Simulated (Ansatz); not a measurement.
**Si, before and after**

Recipe of this trial structure of Si: 5-connected net of one element (R-3m, No. 166). Lengths were set from tabulated atomic sizes, so they are only a guess.

start:

Space group R-3m:H (No. 166). a = 5.535 Å, b = 5.535 Å, c = 10.576 Å, α = 90.00°, β = 90.00°, γ = 120.00°
| atom | site | symmetry | x | y | z |
| --- | --- | --- | --- | --- | --- |
| Si | 18h | .m | 0.1956 | 0.3912 | 0.9381 |

Method: Ansatz 0.2.0, DFT PBE, scalar-relativistic, plane waves, PAW. Cutoff 420 eV, Gaussian smearing, Γ-centred meshes. Cell and atoms relax first on a coarse mesh and then on a finer one. In between, the cell is made exact in the group found at 0.06 Å. In metals the finer mesh still leaves noise of several meV/atom or more. The steps can't lower the symmetry of their start. No spin polarisation.

end:

Space group R-3m:H (No. 166). a = 6.275 Å, b = 6.275 Å, c = 10.279 Å, α = 90.00°, β = 90.00°, γ = 120.00°
```
atom  site  symmetry       x       y       z
  Si   18h        .m  0.1946  0.3892  0.9444
```

The symmetry stays R-3m (No. 166). The volume per atom grows by 24.9 %, from 15.6 to 19.5 Å³. The shortest distance goes from 2.28 Å (Si–Si) to 2.36 Å (Si–Si). The ratio c/a of the conventional cell changes by a factor of 0.86. The energy falls by about 0.34 eV/atom (the start's value is from the coarse mesh).

- Volume per atom: 19.47 Å³
- Density: 2.39 g/cm³
- Energy over the standard state: +0.36 eV/atom
- Gap on the 12×12×12 mesh of the 6-atom cell: 0 eV (a metal)

Energies count from the standard state of Si at the same level. So it is a metastable form at best.

The last run used Gaussian smearing of 0.10 eV. Symmetry constrained the relaxation, so the result can be a saddle point. In all, the 3 runs took 3 min on 1 thread of Arm Neoverse V1, with other jobs on the host. Another cell of Si relaxed alike, in Pccm, lies 120 meV/atom lower, so this cell isn't the stable form at this level.
